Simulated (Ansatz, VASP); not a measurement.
# H20C59 (graphene armchair nanoribbon, H-capped): VASP beside Ansatz

Aim: how closely do two programs agree when they are given the same cell, functional and k mesh? Of the first pair: The structure shown is the start of the Ansatz relaxation below; VASP solves that cell, so the two are compared at the walk's first step.

Program: Ansatz 0.2.0. Level of theory: plane waves, with VASP 6.6.1 beside it; single point at RPBE with D3(BJ). Results are calculated unless marked as measured.

### 1. Set-up

The cell holds 79 atoms: 59 C and 20 H. Cell: a = 21.304 Å, b = 18.038 Å, c = 10.000 Å, α = 90.0°, β = 90.0°, γ = 90.0°. It derives from C (graphene). As first built, before any earlier steps moved the atoms (in the runner's words): graphene (a = 2.46 A), rectangular cell with x along the armchair direction; strip 8 A wide, 5 periods, edges capped with H; minimised with a classical potential. Vacuum lies along b and c. The structure's axis is a. Nearest the centre at fractional (0.967, 0.535, 0.500): C58 at 1.42 Å, C5 at 1.42 Å, C55 at 1.44 Å, C59 at 2.44 Å, C10 at 2.45 Å, C6 at 2.47 Å, C54 at 2.47 Å, C57 at 2.47 Å.

### 2. Ansatz: relaxation, RPBE with D3(BJ)

Ansatz runs on its default PAW (the set named soft_2) files.

The two programs are compared at the cell with which this relaxation starts, whose forces are those of its first step.

Input file input.yaml:

```yaml
crystal:
  lattice:
    - [21.30422, 0.0, 0.0]
    - [0.0, 18.03794, 0.0]
    - [0.0, 0.0, 10.0]
  atoms:
    - { symbol: C, position: [0.03384, 0.39715, 0.5] }
    - { symbol: C, position: [0.06773, 0.33023, 0.5], spin: -0.6 }
    - { symbol: C, position: [0.13227, 0.33023, 0.5], spin: -0.6 }
    - { symbol: C, position: [0.16616, 0.39715, 0.5] }
    - { symbol: C, position: [0.03334, 0.53457, 0.5] }
    - { symbol: C, position: [0.06666, 0.46543, 0.5] }
    - { symbol: C, position: [0.13334, 0.46543, 0.5] }
    - { symbol: C, position: [0.16666, 0.53457, 0.5] }
    - { symbol: C, position: [0.03227, 0.66977, 0.5], spin: 0.6 }
    - { symbol: C, position: [0.06616, 0.60285, 0.5] }
    - { symbol: C, position: [0.13384, 0.60285, 0.5] }
    - { symbol: C, position: [0.16773, 0.66977, 0.5], spin: 0.6 }
    - { symbol: C, position: [0.23384, 0.39715, 0.5] }
    - { symbol: C, position: [0.26773, 0.33023, 0.5], spin: -0.6 }
    - { symbol: C, position: [0.33227, 0.33023, 0.5], spin: -0.6 }
    - { symbol: C, position: [0.36616, 0.39715, 0.5] }
    - { symbol: C, position: [0.23334, 0.53457, 0.5] }
    - { symbol: C, position: [0.26666, 0.46543, 0.5] }
    - { symbol: C, position: [0.33334, 0.46543, 0.5] }
    - { symbol: C, position: [0.36666, 0.53457, 0.5] }
    - { symbol: C, position: [0.23227, 0.66977, 0.5], spin: 0.6 }
    - { symbol: C, position: [0.26616, 0.60285, 0.5] }
    - { symbol: C, position: [0.33384, 0.60285, 0.5] }
    - { symbol: C, position: [0.36773, 0.66977, 0.5], spin: 0.6 }
    - { symbol: C, position: [0.43384, 0.39715, 0.5] }
    - { symbol: C, position: [0.46773, 0.33023, 0.5], spin: -0.6 }
    - { symbol: C, position: [0.53227, 0.33023, 0.5], spin: -0.6 }
    - { symbol: C, position: [0.56616, 0.39715, 0.5] }
    - { symbol: C, position: [0.43334, 0.53457, 0.5] }
    - { symbol: C, position: [0.46666, 0.46543, 0.5] }
    - { symbol: C, position: [0.53334, 0.46543, 0.5] }
    - { symbol: C, position: [0.56666, 0.53457, 0.5] }
    - { symbol: C, position: [0.43227, 0.66977, 0.5], spin: 0.6 }
    - { symbol: C, position: [0.46616, 0.60285, 0.5] }
    - { symbol: C, position: [0.53384, 0.60285, 0.5] }
    - { symbol: C, position: [0.56773, 0.66977, 0.5], spin: 0.6 }
    - { symbol: C, position: [0.63384, 0.39715, 0.5] }
    - { symbol: C, position: [0.66773, 0.33023, 0.5], spin: -0.6 }
    - { symbol: C, position: [0.73227, 0.33023, 0.5], spin: -0.6 }
    - { symbol: C, position: [0.76616, 0.39715, 0.5] }
    - { symbol: C, position: [0.63334, 0.53457, 0.5] }
    - { symbol: C, position: [0.66666, 0.46543, 0.5] }
    - { symbol: C, position: [0.73334, 0.46543, 0.5] }
    - { symbol: C, position: [0.76666, 0.53457, 0.5] }
    - { symbol: C, position: [0.63227, 0.66977, 0.5], spin: 0.6 }
    - { symbol: C, position: [0.66616, 0.60285, 0.5] }
    - { symbol: C, position: [0.73384, 0.60285, 0.5] }
    - { symbol: C, position: [0.76773, 0.66977, 0.5], spin: 0.6 }
    - { symbol: C, position: [0.83384, 0.39715, 0.5] }
    - { symbol: C, position: [0.86773, 0.33023, 0.5], spin: -0.6 }
    - { symbol: C, position: [0.93227, 0.33023, 0.5], spin: -0.6 }
    - { symbol: C, position: [0.96616, 0.39715, 0.5] }
    - { symbol: C, position: [0.83334, 0.53457, 0.5] }
    - { symbol: C, position: [0.86666, 0.46543, 0.5] }
    - { symbol: C, position: [0.93334, 0.46543, 0.5] }
    - { symbol: C, position: [0.83227, 0.66977, 0.5], spin: 0.6 }
    - { symbol: C, position: [0.86616, 0.60285, 0.5] }
    - { symbol: C, position: [0.93384, 0.60285, 0.5] }
    - { symbol: C, position: [0.96773, 0.66977, 0.5], spin: 0.6 }
    - { symbol: H, position: [0.04344, 0.27732, 0.5] }
    - { symbol: H, position: [0.15656, 0.27732, 0.5] }
    - { symbol: H, position: [0.05656, 0.72268, 0.5] }
    - { symbol: H, position: [0.14344, 0.72268, 0.5] }
    - { symbol: H, position: [0.24344, 0.27732, 0.5] }
    - { symbol: H, position: [0.35656, 0.27732, 0.5] }
    - { symbol: H, position: [0.25656, 0.72268, 0.5] }
    - { symbol: H, position: [0.34344, 0.72268, 0.5] }
    - { symbol: H, position: [0.44344, 0.27732, 0.5] }
    - { symbol: H, position: [0.55656, 0.27732, 0.5] }
    - { symbol: H, position: [0.45656, 0.72268, 0.5] }
    - { symbol: H, position: [0.54344, 0.72268, 0.5] }
    - { symbol: H, position: [0.64344, 0.27732, 0.5] }
    - { symbol: H, position: [0.75656, 0.27732, 0.5] }
    - { symbol: H, position: [0.65656, 0.72268, 0.5] }
    - { symbol: H, position: [0.74344, 0.72268, 0.5] }
    - { symbol: H, position: [0.84344, 0.27732, 0.5] }
    - { symbol: H, position: [0.95656, 0.27732, 0.5] }
    - { symbol: H, position: [0.85656, 0.72268, 0.5] }
    - { symbol: H, position: [0.94344, 0.72268, 0.5] }
magnetization:
  spin_polarized: true
kpoints:
  mp_grid: { grid: [1, 1, 1] }
hamiltonian:
  xc: rpbe
  dispersion: d3bj
scf:
  occupations: { method: gaussian, width: 0.025 }
  lower_state_search: "off"
output:
  forces: true
  eigenvalues: true
relax:
  f_tol: 0.05
  max_steps: 90
```

On the command line:

```sh
ansatz run input.yaml --threads 4 --pin off --max-ram 15872MiB --backend cpu --events-out ev --progress --plain --runs-dir out
```

Numbers of over 12 decimals in the logs are rounded to 6 here.

Output:

```text
Engine: ansatz 0.2.0, aarch64-unknown-linux-gnu
Pseudopotentials: kind: paw
Pseudopotential: C, paw, valence charge 4, recommended cutoff 420 eV (normal), C.paw.azcp
Pseudopotential: H, paw, valence charge 1, recommended cutoff 420 eV (normal), H.paw.azcp
Functional definition: RPBE
  parameter kappa = 0.804
  parameter beta = 0.066725
  exchange = rpbe_x(kappa = kappa, mu = beta*pi^2/3)
  correlation = pbe_c(beta = beta)
Crystal: 79 atoms, lattice volume = 3842.842 Å³
Basis set: ecut = 420 eV, 75179 PW (Γ), exchange–correlation on 288×250×144 points (8 copies of the dense FFT grid, shifted against one another)
Bands: 213, of which v1, the nominal top of the filled ones, is band 128 counted from 1 (127 counted from 0)
Symmetry: 2 space group operations
Space group: Pm (ITA 6), of the structure as read, at distance tolerance 1.6e-4 Å
Magnetic group: BNS 6.18 (UNI 25), of the structure as read, at distance tolerance 1.6e-4 Å
k-points: 1
Non-local potential: C, projectors of the file, l = 0: 2, l = 1: 2, l = 2: 1
Non-local potential: H, projectors of the file, l = 0: 2, l = 1: 1
PAW form: soft (Blöchl's): semilocal exchange-correlation on the pseudo side does not see the compensation charge
PAW frozen core: C, regenerated for the run's functional, and the local potential with it (the file was generated under x = pbe(κ = 0.804, μ = 0.219515), c = pbe(β = 0.066725))
PAW one-centre angular grid: C, 110 points (default); XC on 64 Gauss nodes
PAW one-centre angular grid: H, 110 points (default); XC on 64 Gauss nodes
Initial density: superposition of atomic densities (neutral atoms: chi_scale 0, normalization atom)
Starting moments: Σ|m| = 12 μB on 20 of 79 sites
Starting magnetic order: compensated ferrimagnet; no operation exchanges its spin sublattices
Initial wavefunctions: pseudopotential atomic-orbital guess
Functional: x = rpbe, c = pbe(β = 0.066725)
SCF iter   1: F=—  HF=-15255.429348 eV  |F-HF|=—  |Δ(HF+E_count)|=         —  Δρ=2.82e-2 (↑2.81e-2 ↓2.82e-2)  dr2=1.18e2  dr2_m=2.17e0  M=0.000 μB ∫|m|=2.308 μB  β_m=0.30  ethr=3.10e-3  ⟨swp⟩=7.0  Hψ=2011  notcnv=0  defer=85
preconditioner: auto → Resta (q_TF=auto, 1.737 Å⁻¹)  ε∞=1.4  [insulator: Δε(μ)=0.488 eV  Ē_g=15.099 eV  σ=0.025 eV  W_gap=1.00  n_scr=330 (ndim 8)  ℏωp=9.1 eV  f_vac=0.729  D(μ)=0.00/eV (n_scr^D=0)  ε∞_Penn≈1.4  vacuum switching on, ρ_ref=1.7e-2 e/Å³]
spin=Collinear: Resta preconditioning applied to the charge; magnetization (m = ρ↑ − ρ↓) channel mixes plain (no charge-response kernel on spin).
SCF iter   2: F=—  HF=-15227.497042 eV  |F-HF|=—  |Δ(HF+E_count)|=    2.79e1  Δρ=1.88e-2 (↑1.88e-2 ↓1.86e-2)  dr2=5.40e1  dr2_m=1.18e0  M=0.000 μB ∫|m|=1.771 μB  β_m=0.30  ethr=3.10e-3  ⟨swp⟩=3.0  Hψ=764  notcnv=0  defer=158
SCF iter   3: F=—  HF=-15221.758771 eV  |F-HF|=—  |Δ(HF+E_count)|=    5.74e0  Δρ=1.33e-2 (↑1.30e-2 ↓1.33e-2)  dr2=3.96e1  dr2_m=6.42e-1  M=0.000 μB ∫|m|=1.413 μB  β_m=0.30  ethr=3.10e-3  ⟨swp⟩=3.0  Hψ=744  notcnv=0  defer=152
SCF iter   4: F=—  HF=-15215.007047 eV  |F-HF|=—  |Δ(HF+E_count)|=    6.75e0  Δρ=6.44e-3 (↑6.26e-3 ↓6.44e-3)  dr2=6.41e0  dr2_m=3.47e-1  M=0.000 μB ∫|m|=1.138 μB  β_m=0.30  ethr=3.10e-3  ⟨swp⟩=3.0  Hψ=754  notcnv=0  defer=158
SCF iter   5: F=—  HF=-15214.213693 eV  |F-HF|=—  |Δ(HF+E_count)|=   7.93e-1  Δρ=4.23e-3 (↑4.13e-3 ↓4.23e-3)  dr2=1.90e0  dr2_m=1.95e-1  M=0.000 μB ∫|m|=0.864 μB  β_m=0.30  ethr=2.50e-3  ⟨swp⟩=2.0  Hψ=504  notcnv=0  defer=156
SCF iter   6: F=—  HF=-15214.100881 eV  |F-HF|=—  |Δ(HF+E_count)|=   1.13e-1  Δρ=5.29e-3 (↑5.18e-3 ↓5.29e-3)  dr2=8.40e0  dr2_m=1.08e-1  M=0.206 μB ∫|m|=0.829 μB  β_m=0.30  ethr=7.43e-4  ⟨swp⟩=4.0  Hψ=376  notcnv=0  defer=156
SCF iter   7: F=—  HF=-15214.303220 eV  |F-HF|=—  |Δ(HF+E_count)|=   2.02e-1  Δρ=2.83e-3 (↑2.62e-3 ↓2.83e-3)  dr2=1.51e0  dr2_m=6.11e-2  M=0.000 μB ∫|m|=0.552 μB  β_m=0.30  ethr=7.43e-4  ⟨swp⟩=4.0  Hψ=557  notcnv=0  defer=150
SCF iter   8: F=—  HF=-15214.213302 eV  |F-HF|=—  |Δ(HF+E_count)|=   8.99e-2  Δρ=2.06e-3 (↑1.95e-3 ↓2.06e-3)  dr2=7.91e-1  dr2_m=3.47e-2  M=0.000 μB ∫|m|=0.432 μB  β_m=0.30  ethr=5.90e-4  ⟨swp⟩=2.0  Hψ=279  notcnv=0  defer=150
Mixer restart at iter 8: flushing history
spin-set hold released at iteration 8 (site moments contracting): the magnetisation degrees of freedom join the quasi-Newton model from the next iteration; the mixer history was flushed
SCF iter   9: F=—  HF=-15214.452497 eV  |F-HF|=—  |Δ(HF+E_count)|=   2.39e-1  Δρ=5.82e-3 (↑5.82e-3 ↓5.76e-3)  dr2=1.24e1  dr2_m=2.18e-2  M=0.000 μB ∫|m|=0.429 μB  β_m=0.13  ethr=3.09e-4  ⟨swp⟩=6.0  Hψ=605  notcnv=0  defer=150  recentre
SCF iter  10: F=—  HF=-15214.179267 eV  |F-HF|=—  |Δ(HF+E_count)|=   2.73e-1  Δρ=1.81e-3 (↑1.72e-3 ↓1.81e-3)  dr2=6.05e-1  dr2_m=2.51e-2  M=0.000 μB ∫|m|=0.391 μB  β_m=0.03  ethr=3.09e-4  ⟨swp⟩=3.0  Hψ=565  notcnv=0  defer=150
[...]
k-point 0 ↓: bands = [... 124 lower, -3.8815, -3.6900, -2.9289, -2.3836, -1.6226, -1.0518, -0.6550, -0.6002, ... 81 higher]
--- Relaxed structure (10 steps of the walk, 10 accepted, 0 SCFs on fresh bases) ---
  F+E_penalty+E_count = -15215.44396483 eV   max|allowed force component| = 3.002e-2 eV/Å
  atoms:
    - { symbol: C, position: [0.031528, 0.401446, 0.5] }
    - { symbol: C, position: [0.067769, 0.336885, 0.5] }
    - { symbol: C, position: [0.131758, 0.338489, 0.5] }
    - { symbol: C, position: [0.161782, 0.407274, 0.5] }
    - { symbol: C, position: [0.021372, 0.549338, 0.5] }
    - { symbol: C, position: [0.056495, 0.475607, 0.5] }
    - { symbol: C, position: [0.126120, 0.475244, 0.5] }
    - { symbol: C, position: [0.163090, 0.541779, 0.5] }
    - { symbol: C, position: [0.032059, 0.680814, 0.5] }
    - { symbol: C, position: [0.063903, 0.610986, 0.5] }
    - { symbol: C, position: [0.130780, 0.610094, 0.5] }
    - { symbol: C, position: [0.166049, 0.677085, 0.5] }
    - { symbol: C, position: [0.229930, 0.406736, 0.5] }
    - { symbol: C, position: [0.263604, 0.339180, 0.5] }
    - { symbol: C, position: [0.328046, 0.337662, 0.5] }
    - { symbol: C, position: [0.363499, 0.403592, 0.5] }
    - { symbol: C, position: [0.230630, 0.542049, 0.5] }
    - { symbol: C, position: [0.264311, 0.473550, 0.5] }
    - { symbol: C, position: [0.331433, 0.472323, 0.5] }
    - { symbol: C, position: [0.366200, 0.540379, 0.5] }
    - { symbol: C, position: [0.230605, 0.676930, 0.5] }
    - { symbol: C, position: [0.264953, 0.609764, 0.5] }
    - { symbol: C, position: [0.333282, 0.608975, 0.5] }
    - { symbol: C, position: [0.369460, 0.674780, 0.5] }
[...]
- { symbol: C, position: [0.965010, 0.387901, 0.5] }
    - { symbol: C, position: [0.837770, 0.522857, 0.5] }
    - { symbol: C, position: [0.864930, 0.451420, 0.5] }
    - { symbol: C, position: [0.928559, 0.448696, 0.5] }
    - { symbol: C, position: [0.843766, 0.653342, 0.5] }
    - { symbol: C, position: [0.879996, 0.585748, 0.5] }
    - { symbol: C, position: [0.951908, 0.590882, 0.5] }
    - { symbol: C, position: [0.969580, 0.668545, 0.5] }
    - { symbol: H, position: [0.044048, 0.283661, 0.5] }
    - { symbol: H, position: [0.157415, 0.286712, 0.5] }
    - { symbol: H, position: [0.053620, 0.735110, 0.5] }
    - { symbol: H, position: [0.142003, 0.730090, 0.5] }
    - { symbol: H, position: [0.239351, 0.286406, 0.5] }
    - { symbol: H, position: [0.351201, 0.284065, 0.5] }
    - { symbol: H, position: [0.255057, 0.729805, 0.5] }
    - { symbol: H, position: [0.346277, 0.728444, 0.5] }
    - { symbol: H, position: [0.438354, 0.281769, 0.5] }
    - { symbol: H, position: [0.551129, 0.277935, 0.5] }
    - { symbol: H, position: [0.459276, 0.725899, 0.5] }
    - { symbol: H, position: [0.551021, 0.722995, 0.5] }
    - { symbol: H, position: [0.637184, 0.274102, 0.5] }
    - { symbol: H, position: [0.750800, 0.268198, 0.5] }
    - { symbol: H, position: [0.664431, 0.718263, 0.5] }
    - { symbol: H, position: [0.758437, 0.712825, 0.5] }
    - { symbol: H, position: [0.844067, 0.263652, 0.5] }
    - { symbol: H, position: [0.957699, 0.266238, 0.5] }
    - { symbol: H, position: [0.865638, 0.707168, 0.5] }
    - { symbol: H, position: [0.937865, 0.714779, 0.5] }
```

In the SCF lines HF is the Harris–Foulkes energy and dr2 the Hartree energy of the density residual, in eV; the loop may stop once dr2 is under the threshold and the program's other checks hold. Hψ counts applications of the Hamiltonian.

[end of part 1 of 3]

[Lines on the potential files, build, host, timing and source positions are cut from VASP's logs without a mark.]

[Logs are printed without paths, hosts, clocks, repeated set-up lines and the standing remarks that a program may print on its own settings, such as how far it seeks lower states.]

[Hosts, paths, dates, database ids (printed as entryN), source tags and the programs' standing remarks are cut or masked in the printed files.]
